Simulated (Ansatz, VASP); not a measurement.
One calculation of C, two programs

File INCAR:

```
SYSTEM = C
ALGO = Fast ; EDIFF = 1E-6
ENCUT = 520 ; GGA = PE
ISIF = 2 ; ISMEAR = 0
LASPH = .True. ; LCHARG = .True.
LELF = .True. ; LREAL = .False.
LVHAR = .True. ; LWAVE = .False.
NBANDS = 36 ; NELM = 60
PREC = Accurate ; SIGMA = 0.012
```

File KPOINTS:

```
k-points
0
Gamma
  12 12 3
  0 0 0
```

The input POSCAR:

```
C
1.0
    2.5221000000      0.0000000000      0.0000000000
   -1.2610500000      2.1842026709      0.0000000000
    0.0000000000      0.0000000000     12.3557000000
C
12
Direct
    0.6666666667      0.3333333333      0.3541700000
    0.3333333333      0.6666666667      0.8541700000
    0.6666666667      0.3333333333      0.1458300000
    0.3333333333      0.6666666667      0.6458300000
    0.6666666667      0.3333333333      0.4791700000
    0.3333333333      0.6666666667      0.9791700000
    0.6666666667      0.3333333333      0.0208300000
    0.3333333333      0.6666666667      0.5208300000
    0.0000000000      0.0000000000      0.8125000000
    0.0000000000      0.0000000000      0.3125000000
    0.0000000000      0.0000000000      0.6875000000
    0.0000000000      0.0000000000      0.1875000000
```

Contents of input.yaml:

```yaml
crystal:
  lattice:
    - [2.5221, 0.0, 0.0]
    - [-1.26105, 2.1842026709, 0.0]
    - [0.0, 0.0, 12.3557]
  atoms:
    - { symbol: C, position: [0.6666666667, 0.3333333333, 0.35417] }
    - { symbol: C, position: [0.3333333333, 0.6666666667, 0.85417] }
    - { symbol: C, position: [0.6666666667, 0.3333333333, 0.14583] }
    - { symbol: C, position: [0.3333333333, 0.6666666667, 0.64583] }
    - { symbol: C, position: [0.6666666667, 0.3333333333, 0.47917] }
    - { symbol: C, position: [0.3333333333, 0.6666666667, 0.97917] }
    - { symbol: C, position: [0.6666666667, 0.3333333333, 0.02083] }
    - { symbol: C, position: [0.3333333333, 0.6666666667, 0.52083] }
    - { symbol: C, position: [0.0, 0.0, 0.8125] }
    - { symbol: C, position: [0.0, 0.0, 0.3125] }
    - { symbol: C, position: [0.0, 0.0, 0.6875] }
    - { symbol: C, position: [0.0, 0.0, 0.1875] }
hamiltonian:
  xc: pbe
  pseudopotentials: { kind: paw }
kpoints:
  mp_grid: { grid: [12, 12, 3] }
scf:
  occupations: { method: gaussian, width: 0.012 }
output:
  forces: true
  stress: true
  eigenvalues: true
  write_density: true
  write_potential: true
  elf: true
  volumetric_format: npy
```

This is a hexagonal form of diamond, not graphite.

Alike in both runs: task single point; functional PBE; k mesh 12 × 12 × 3; occupations gaussian, width 0.012 eV; no spin polarisation.

|  | VASP | Ansatz |
| --- | --- | --- |
| version | VASP 6.6.1 | Ansatz 0.2.0 |
| potentials or method | VASP PAW PBE potentials, release 64 (C) | Ansatz PAW |
| plane-wave cutoff (eV) | 520 | 420 |
| valence electrons in the cell | 48 | 48 |

```tsv
	VASP	Ansatz	Ansatz less VASP
gap on the k mesh at the Fermi level (eV)	4.38	4.39	+0.008
least direct gap on the mesh (eV)	5.30	5.31	+0.006
pressure (GPa)	2.7	2.1	-0.66
largest component of the traceless stress (GPa)	5.45	5.45	0.000
rms of the force components (eV/Å)	0.152	0.151	-0.0002
```

Atom by atom the forces differ by 0.001 eV/Å (rms over components).

Caveats: an odd mesh through Γ misses points on the zone boundary, where band edges often lie (VASP); odd divisions of the mesh miss points on the zone boundary, where band edges often lie, so the gap on the mesh can be too wide (Ansatz); the pressure holds a Pulay correction of +1.0 GPa for the finite cutoff (Ansatz). As with any semilocal functional, this PBE gap is likely too small.
